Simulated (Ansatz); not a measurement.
Relativistic treatment of La

```xyz
2
Lattice="3.7500 0.0000 0.0000 -1.8750 3.2476 0.0000 0.0000 0.0000 6.0700" Properties=species:S:1:pos:R:3 pbc="T T T"
La    0.0000    2.1651    1.5175
La    1.8750    1.0825    4.5525
```

Atoms are numbered in the order listed.

The cell is COD entry 9008503, as deposited and not checked against the literature; nothing was relaxed. It differs from other determinations.

One fixed cell is solved with PBE by full-potential LAPW in Ansatz 0.2.0 under different relativistic treatments. Pressure is positive in compression.

Sampling and basis: a Γ-centred 11×11×6 k mesh, Fermi–Dirac smearing of 0.05 eV, basis error target 0.25 meV/atom, no spin polarisation.

```csv
setting,P (GPa)
scalar-relativistic,0.47
non-relativistic,?
with spin–orbit coupling,0.48
"scalar-relativistic, inner shells corrected to Dirac",0.47
```

Problem. What belongs in the row "non-relativistic", column "P (GPa)"?

Solution. -2.26.
